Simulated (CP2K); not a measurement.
Crystal: Al.

```
CELL_PARAMETERS angstrom
2.83922 0.00000 0.00000
1.44186 2.44655 0.00000
1.33756 0.86711 2.38525
ATOMIC_POSITIONS crystal
Al 0.00000 0.00000 0.00000
```

Base run:

```yaml
Program: CP2K 2026.2
Functional: PBE
Potentials_or_basis: POTENTIAL_UZH Al GTH-PBE-q3; ccGRB-D basis
Density_cutoff: 6123 eV
k_mesh: 11 × 11 × 11
Occupations: fermi-dirac, width 0.05 eV
Spin: no spin polarisation
```

Its results: band gap on the k mesh none (metal or under the smearing width); pressure 2.9 GPa.

**Question.** The run is repeated on the same cell with these changes: potentials or basis from POTENTIAL_UZH Al GTH-PBE-q3; ccGRB-D basis to POTENTIAL_UZH Al GTH-PBE-q3; TZVP-MOLOPT-PBE-GTH basis; basis sets from Al ccGRB-D-q3 to Al TZVP-MOLOPT-PBE-GTH-q3. What comes out?

**Answer.** Band gap on the k mesh none (metal or under the smearing width); pressure -0.4 GPa.

Caveats: the basis of atomic orbitals isn't converged, which shifts pressures, moduli and gaps.
